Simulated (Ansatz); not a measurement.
# P: the crystal squeezed far

An exercise on one series of results from a longer session: the logs are not shown, and one member is left open.

Method: DFT PBE, with the methods named in each step, in Ansatz 0.2.0.

## The structure to begin with

The structure is cubic, space group Pm-3m (No. 221). Conventional cell: a = 2.530 Å, b = 2.530 Å, c = 2.530 Å, α = 90.00°, β = 90.00°, γ = 90.00°. P (site symmetry m-3m) has 6 P at 2.53 Å as nearest neighbours.

Coordinates:

```cif
data_structure
_symmetry_space_group_name_H-M 'P 1'
_symmetry_Int_Tables_number 1
_cell_length_a 2.5303
_cell_length_b 2.5303
_cell_length_c 2.5303
_cell_angle_alpha 90.000
_cell_angle_beta 90.000
_cell_angle_gamma 90.000
_cell_volume 16.20
loop_
_atom_site_label
_atom_site_type_symbol
_atom_site_fract_x
_atom_site_fract_y
_atom_site_fract_z
_atom_site_occupancy
P1 P 0.00000 0.00000 0.00000 1
```

Whether this phase is the stable one at these pressures isn't tested.

Set-up of the first run:

input.yaml

```yaml
crystal:
  lattice:
    - [2.5302979959, 0.0, 0.0]
    - [0.0, 2.5302979959, 0.0]
    - [0.0, 0.0, 2.5302979959]
  atoms:
    - { symbol: P, position: [0.0, 0.0, 0.0] }
kpoints:
  mp_grid: { grid: [17, 17, 17] }
scf:
  occupations: { method: fermi_dirac, width: 0.1 }
hamiltonian:
  xc: pbe
  pseudopotentials: { kind: paw }
output:
  forces: true
  stress: true
relax:
  f_tol: 0.005
  max_steps: 40
  cell: {}
```

On the command line:

```console
$ ansatz run input.yaml --threads 1 --pin off --max-ram 2048MiB --backend cpu --events-out ev --progress --plain --runs-dir out
```

Steps of the session up to this table: Cell relaxed at zero pressure, PAW; Volume scaled by 1, PAW; Volume scaled by 0.95, PAW; Volume scaled by 0.85, PAW; Volume scaled by 0.75, PAW; Volume scaled by 0.65, PAW; Volume scaled by 0.55, PAW; Volume scaled by 0.45, PAW; Volume scaled by 0.45, PAW (partial_waves polarizable); Volume scaled by 0.4, PAW; Volume scaled by 0.4, PAW (source ansatz).

One of the session's tables, all rows but one given; the rest of the session is left out.

| method | volume over the first | volume (Å³/atom) | pressure (GPa) |
| --- | --- | --- | --- |
| PAW | 1 | ? | ? |
| PAW | 0.95 | 13.858 | 6.70 |
| PAW | 0.85 | 12.400 | 27.33 |
| PAW | 0.75 | 10.941 | 62.47 |
| PAW | 0.65 | 9.482 | 124.67 |
| PAW | 0.55 | 8.023 | 244.23 |
| PAW | 0.45 | 6.565 | 492.62 |
| PAW | 0.4 | 5.835 | 710.13 |
| PAW (partial_waves polarizable) | 0.45 | 6.565 | 492.62 |
| PAW (source ansatz) | 0.4 | 5.835 | 713.46 |

Q: Estimate the row for PAW, 1 from the others.

**Answer.** volume (Å³/atom): 14.588; pressure (GPa): -0.02. In the column «volume (Å³/atom)» it is the highest.
